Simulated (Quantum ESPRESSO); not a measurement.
# Ti (P6_3/mmc) in Quantum ESPRESSO: equation of state, part 2 of 2

Quantum ESPRESSO 7.5. The steps go on from the part before.

## (5) Single point, PBE, 17.64 Å³/atom

Contents of pw.in:

```
&CONTROL
  calculation = 'scf'
  prefix = 'pwscf'
  outdir = './tmp'
  pseudo_dir = './pseudo'
  tprnfor = .true.
  tstress = .true.
  disk_io = 'nowf'
/
&SYSTEM
  ibrav = 0
  nat = 2
  ntyp = 1
  ecutwfc = 55
  ecutrho = 440
  nbnd = 19
  occupations = 'smearing'
  smearing = 'fd'
  degauss = 0.00367493
/
&ELECTRONS
  conv_thr = 4d-10
  electron_maxstep = 120
  mixing_beta = 0.5
/
ATOMIC_SPECIES
Ti    47.8670 ti_pbe_v1.4.uspp.F.UPF
CELL_PARAMETERS angstrom
   2.9500000000    0.0000000000    0.0000000000
  -1.4750000000    2.5547749412    0.0000000000
   0.0000000000    0.0000000000    4.6800000000
ATOMIC_POSITIONS crystal
Ti     0.6666666667    0.3333333333    0.7500000000
Ti     0.3333333333    0.6666666667    0.2500000000
K_POINTS automatic
10 10 6 0 0 0
```

Potentials or basis: SSSP 1.3 efficiency PBE.

Started as:

```sh
$ OMP_NUM_THREADS=1 pw.x -in pw.in > pw.out
```

pw.out:

```text
This program is part of the open-source Quantum ESPRESSO suite
     for quantum simulation of materials; please cite
[... 6 lines left out ...]
     using ibrav=0 with symmetry is DISCOURAGED, use correct ibrav instead

     Subspace diagonalization in iterative solution of the eigenvalue problem:
     a serial algorithm will be used

     G-vector sticks info
     --------------------
     sticks:   dense  smooth     PW     G-vecs:    dense   smooth      PW
     Sum         955     475    151                37145    13127    2225

     Using Slab Decomposition

     bravais-lattice index     =            0
     lattice parameter (alat)  =       5.5747  a.u.
     unit-cell volume          =     238.0220 (a.u.)^3
     number of atoms/cell      =            2
     number of atomic types    =            1
     number of electrons       =        24.00
     number of Kohn-Sham states=           19
     kinetic-energy cutoff     =      55.0000  Ry
     charge density cutoff     =     440.0000  Ry
     scf convergence threshold =      4.0E-10
     mixing beta               =       0.5000
     number of iterations used =            8  plain     mixing
     Exchange-correlation=  SLA  PW   PBX  PBC
                           (   1   4   3   4   0   0   0)

     celldm(1)=   5.574692  celldm(2)=   0.000000  celldm(3)=   0.000000
     celldm(4)=   0.000000  celldm(5)=   0.000000  celldm(6)=   0.000000

     crystal axes: (cart. coord. in units of alat)
               a(1) = (   1.000000   0.000000   0.000000 )
               a(2) = (  -0.500000   0.866025   0.000000 )
               a(3) = (   0.000000   0.000000   1.586441 )

     reciprocal axes: (cart. coord. in units 2 pi/alat)
               b(1) = (  1.000000  0.577350 -0.000000 )
               b(2) = (  0.000000  1.154701  0.000000 )
               b(3) = (  0.000000 -0.000000  0.630342 )

     PseudoPot. # 1 for Ti read from file:
     ti_pbe_v1.4.uspp.F.UPF
     Pseudo is Ultrasoft + core correction, Zval = 12.0
     Generated by new atomic code, or converted to UPF format
     Using radial grid of  851 points,  6 beta functions with:
                l(1) =   0
                l(2) =   0
                l(3) =   1
                l(4) =   1
                l(5) =   2
                l(6) =   2
     Q(r) pseudized with  6 coefficients,  rinner =    1.000   1.000   1.000
                                                       1.000   1.000

     atomic species   valence    mass     pseudopotential
     Ti               12.00    47.86700     Ti( 1.00)

     24 Sym. Ops., with inversion, found (12 have fractional translation)

   Cartesian axes

     site n.     atom                  positions (alat units)
         1        Ti     tau(   1) = (   0.5000000   0.2886751   1.1898305  )
         2        Ti     tau(   2) = (  -0.0000000   0.5773503   0.3966102  )

     number of k points=    56  Fermi-Dirac smearing, width (Ry)=  0.0037
                       cart. coord. in units 2pi/alat
        k(    1) = (   0.0000000   0.0000000   0.0000000), wk =   0.0033333
        k(    2) = (   0.0000000   0.0000000   0.1050570), wk =   0.0066667
        k(    3) = (   0.0000000   0.0000000   0.2101140), wk =   0.0066667
        k(    4) = (   0.0000000   0.0000000  -0.3151709), wk =   0.0033333
        k(    5) = (   0.0000000   0.1154701   0.0000000), wk =   0.0200000
        k(    6) = (   0.0000000   0.1154701   0.1050570), wk =   0.0400000
[... 48 lines left out ...]
        k(   55) = (   0.3000000   0.5196152   0.2101140), wk =   0.0400000
        k(   56) = (   0.3000000   0.5196152  -0.3151709), wk =   0.0200000

     Dense  grid:    37145 G-vectors     FFT dimensions: (  40,  40,  60)

     Smooth grid:    13127 G-vectors     FFT dimensions: (  27,  27,  48)

     Check: negative core charge=   -0.000005

     Initial potential from superposition of free atoms

     starting charge      21.9999, renormalised to      24.0000

     negative rho (up, down):  2.617E-03 0.000E+00
     Starting wfcs are   20 randomized atomic wfcs

     Self-consistent Calculation

     iteration #  1     ecut=    55.00 Ry     beta= 0.50
     Davidson diagonalization with overlap
     ethr =  1.00E-02,  avg # of iterations =  3.7

     negative rho (up, down):  2.830E-03 0.000E+00

     total energy              =    -238.19056801 Ry
     estimated scf accuracy    <       1.27065704 Ry

     iteration #  2     ecut=    55.00 Ry     beta= 0.50
     Davidson diagonalization with overlap
     ethr =  5.29E-03,  avg # of iterations =  2.6

     negative rho (up, down):  2.268E-03 0.000E+00

     total energy              =    -238.49632705 Ry
     estimated scf accuracy    <       0.01045741 Ry
[... 46 lines left out ...]
     iteration #  8     ecut=    55.00 Ry     beta= 0.50
     Davidson diagonalization with overlap
     ethr =  8.84E-09,  avg # of iterations =  3.8

     negative rho (up, down):  1.737E-03 0.000E+00

     total energy              =    -238.50158205 Ry
     estimated scf accuracy    <       0.00000003 Ry

     iteration #  9     ecut=    55.00 Ry     beta= 0.50
     Davidson diagonalization with overlap
     ethr =  1.23E-10,  avg # of iterations =  2.9

     negative rho (up, down):  1.737E-03 0.000E+00

     End of self-consistent calculation

          k = 0.0000 0.0000 0.0000 (  1677 PWs)   bands (ev):

   -43.6901 -43.5612 -20.2724 -19.6568 -19.6568 -19.5976 -19.5609 -19.5609
     7.0094  10.5146  13.8718  13.9351  13.9351  14.0338  14.4213  14.4213
    14.7746  14.7746  16.2701

          k = 0.0000 0.0000 0.1051 (  1683 PWs)   bands (ev):

   -43.6815 -43.5699 -20.2288 -19.6504 -19.6504 -19.6446 -19.5673 -19.5673
     7.2389  10.3769  13.5299  13.8436  13.8436  13.9088  14.3029  14.3029
    15.0112  15.0112  16.2774

          k = 0.0000 0.0000 0.2101 (  1647 PWs)   bands (ev):

   -43.6581 -43.5937 -20.1087 -19.7715 -19.6329 -19.6329 -19.5850 -19.5850
     7.8911   9.8061  13.1473  13.5899  13.7693  13.7693  14.0548  14.0548
    15.4777  15.4777  16.1992
[... 91 lines left out ...]
          k = 0.0000 0.4619 0.2101 (  1632 PWs)   bands (ev):

   -43.5784 -43.5502 -20.1561 -20.0777 -19.8286 -19.7418 -19.7114 -19.6628
    10.3589  10.9749  12.0552  12.5290  13.8648  14.2638  14.3204  15.5500
    16.2846  16.3128  16.5071

          k = 0.0000 0.4619-0.3152 (  1624 PWs)   bands (ev):

   -43.5643 -43.5643 -20.1378 -20.1378 -19.7486 -19.7486 -19.7025 -19.7025
    10.6161  10.6161  12.4170  12.4170  14.0943  14.0943  14.8585  14.8585
    16.3943  16.3943  16.7209

          k = 0.0000-0.5774 0.0000 (  1622 PWs)   bands (ev):

   -43.5787 -43.5368 -20.1097 -19.9931 -19.9806 -19.7932 -19.7638 -19.6302
    10.8448  11.0486  11.3538  12.5249  13.6525  13.7747  14.3163  16.4589
    16.6766  16.6834  17.4499

          k = 0.0000-0.5774 0.1051 (  1628 PWs)   bands (ev):

   -43.5759 -43.5396 -20.1504 -20.0366 -19.9169 -19.7824 -19.7419 -19.6412
    10.6274  11.0679  11.7877  12.2496  13.7992  14.1904  14.1943  16.3139
    16.5377  16.6715  17.1659

          k = 0.0000-0.5774 0.2101 (  1630 PWs)   bands (ev):

   -43.5682 -43.5472 -20.1846 -20.1146 -19.8203 -19.7528 -19.7235 -19.6713
    10.5209  10.9434  12.1247  12.3491  14.0615  14.2238  14.7106  15.6454
    16.5481  16.6384  16.6602

          k = 0.0000-0.5774-0.3152 (  1648 PWs)   bands (ev):

   -43.5577 -43.5577 -20.1719 -20.1719 -19.7489 -19.7489 -19.7122 -19.7122
    10.6629  10.6629  12.3640  12.3640  14.4486  14.4486  14.8748  14.8748
    16.5927  16.5927  16.8911

          k = 0.1000 0.1732 0.0000 (  1649 PWs)   bands (ev):

   -43.6637 -43.5513 -20.2122 -19.7658 -19.7251 -19.6574 -19.6244 -19.5849
     7.8120  11.1015  12.8290  13.0996  14.0696  14.2365  14.5240  14.5700
    14.5852  14.9766  16.4270

          k = 0.1000 0.1732 0.1051 (  1651 PWs)   bands (ev):

   -43.6563 -43.5589 -20.1801 -19.7539 -19.7424 -19.6852 -19.6175 -19.5927
     8.0206  10.9995  12.5952  13.1464  13.9337  14.1294  14.2497  14.6619
    14.9494  15.0815  16.3930

          k = 0.1000 0.1732 0.2101 (  1639 PWs)   bands (ev):
[... 167 lines left out ...]
          k = 0.3000 0.5196 0.2101 (  1639 PWs)   bands (ev):

   -43.5545 -43.5463 -20.0833 -20.0682 -19.9464 -19.8495 -19.7278 -19.7000
    11.6100  11.6655  12.0828  12.3296  13.0062  13.1695  14.5635  15.3358
    16.1388  16.4501  18.8825

          k = 0.3000 0.5196-0.3152 (  1628 PWs)   bands (ev):

   -43.5504 -43.5504 -20.0992 -20.0992 -19.8998 -19.8998 -19.6879 -19.6879
    11.6625  11.6625  12.3784  12.3784  12.9287  12.9287  14.7966  14.7966
    16.3217  16.3217  19.2480

     the Fermi energy is    13.1548 ev

!    total energy              =    -238.50158206 Ry
     estimated scf accuracy    <          4.6E-11 Ry
     smearing contrib. (-TS)   =      -0.00143717 Ry
     internal energy E=F+TS    =    -238.50014489 Ry

     The total energy is F=E-TS. E is the sum of the following terms:
     one-electron contribution =     -82.25241435 Ry
     hartree contribution      =      48.88698381 Ry
     xc contribution           =     -36.05263636 Ry
     ewald contribution        =    -169.08207799 Ry

     convergence has been achieved in   9 iterations

     negative rho (up, down):  1.737E-03 0.000E+00

     Forces acting on atoms (cartesian axes, Ry/au):

     atom    1 type  1   force =    -0.00000000   -0.00000000    0.00000000
     atom    2 type  1   force =    -0.00000000    0.00000000    0.00000000

     Total force =     0.000000     Total SCF correction =     0.000000

     Computing stress (Cartesian axis) and pressure

     negative rho (up, down):  1.737E-03 0.000E+00
          total   stress  (Ry/bohr**3)                   (kbar)     P=      -14.68
  -0.00009091   0.00000000   0.00000000          -13.37        0.00        0.00
   0.00000000  -0.00009091   0.00000000            0.00      -13.37        0.00
   0.00000000   0.00000000  -0.00011748            0.00        0.00      -17.28

=------------------------------------------------------------------------------=
   JOB DONE.
=------------------------------------------------------------------------------=
```

Run time: 20 s. Hardware: 1 thread of Intel Xeon 6975P-C (Granite Rapids), shared host; peak memory 0.2 GiB.

What came out:

| Quantity | Value |
| --- | --- |
| Free energy | -3244.9793 eV |
| Pressure | -1.5 GPa |
| Band gap on the k mesh | none (metal or under the smearing width) |

## (6) Single point, PBE, 17.99 Å³/atom

pw.in, as its differences from that of step 5:

```diff
@@ -28,5 +28,5 @@
 CELL_PARAMETERS angstrom
-   2.9500000000    0.0000000000    0.0000000000
-  -1.4750000000    2.5547749412    0.0000000000
-   0.0000000000    0.0000000000    4.6800000000
+   2.9695369932    0.0000000000    0.0000000000
+  -1.4847684966    2.5716944736    0.0000000000
+   0.0000000000    0.0000000000    4.7109942807
 ATOMIC_POSITIONS crystal
```

Potentials or basis: SSSP 1.3 efficiency PBE.

Started as:

```sh
$ OMP_NUM_THREADS=1 pw.x -in pw.in > pw.out
```

Run time: 24 s. Hardware: 1 thread of Intel Xeon 6975P-C (Granite Rapids), shared host; peak memory 0.2 GiB.

Results (log left out):

```
Free energy            : -3244.9683 eV
Pressure               : -3.5 GPa
Band gap on the k mesh : none (metal or under the smearing width)
```

## (7) Single point, PBE, 18.34 Å³/atom

pw.in, as its differences from that of step 6:

```diff
@@ -28,5 +28,5 @@
 CELL_PARAMETERS angstrom
-   2.9695369932    0.0000000000    0.0000000000
-  -1.4847684966    2.5716944736    0.0000000000
-   0.0000000000    0.0000000000    4.7109942807
+   2.9888202413    0.0000000000    0.0000000000
+  -1.4944101206    2.5883942563    0.0000000000
+   0.0000000000    0.0000000000    4.7415860099
 ATOMIC_POSITIONS crystal
```

Started as:

```sh
$ OMP_NUM_THREADS=1 pw.x -in pw.in > pw.out
```

It took 20 s on 1 thread of Intel Xeon 6975P-C (Granite Rapids), shared host; peak memory 0.21 GiB.

The run converged. Its results:

| Quantity | Value |
| --- | --- |
| Free energy | -3244.9488 eV |
| Pressure | -5.4 GPa |
| Band gap on the k mesh | none (metal or under the smearing width) |

## (8) Single point, PBE, 18.69 Å³/atom

pw.in, as its differences from that of step 7:

```diff
@@ -28,5 +28,5 @@
 CELL_PARAMETERS angstrom
-   2.9888202413    0.0000000000    0.0000000000
-  -1.4944101206    2.5883942563    0.0000000000
-   0.0000000000    0.0000000000    4.7415860099
+   3.0078578261    0.0000000000    0.0000000000
+  -1.5039289131    2.6048812885    0.0000000000
+   0.0000000000    0.0000000000    4.7717880089
 ATOMIC_POSITIONS crystal
```

Started as:

```sh
$ OMP_NUM_THREADS=1 pw.x -in pw.in > pw.out
```

It took 22 s on 1 thread of Intel Xeon 6975P-C (Granite Rapids), shared host; peak memory 0.21 GiB.

Results (log left out):

* Free energy: -3244.9215 eV
* Pressure: -7.0 GPa
* Band gap on the k mesh: none (metal or under the smearing width)

## (9) Equation of state, PBE

Potentials or basis: SSSP 1.3 efficiency PBE.

This step only gathers the single runs of the series.

Results:

- Equilibrium volume: 17.40 Å³/atom
- Bulk modulus at fixed shape and positions: 111 GPa
- Pressure derivative of the bulk modulus: 3.5

Energy against volume, from the lowest point:
```
volume (Å³/atom)  energy (meV/atom)
          16.577              14.25
          16.930               4.32
          17.283               0.00
          17.636               0.81
          17.988               6.31
          18.341              16.08
          18.694              29.75
```

Caveat: the cell was scaled at fixed shape and fractional positions, which overstates the stiffness of a crystal with free parameters, most of all of layers and chains.
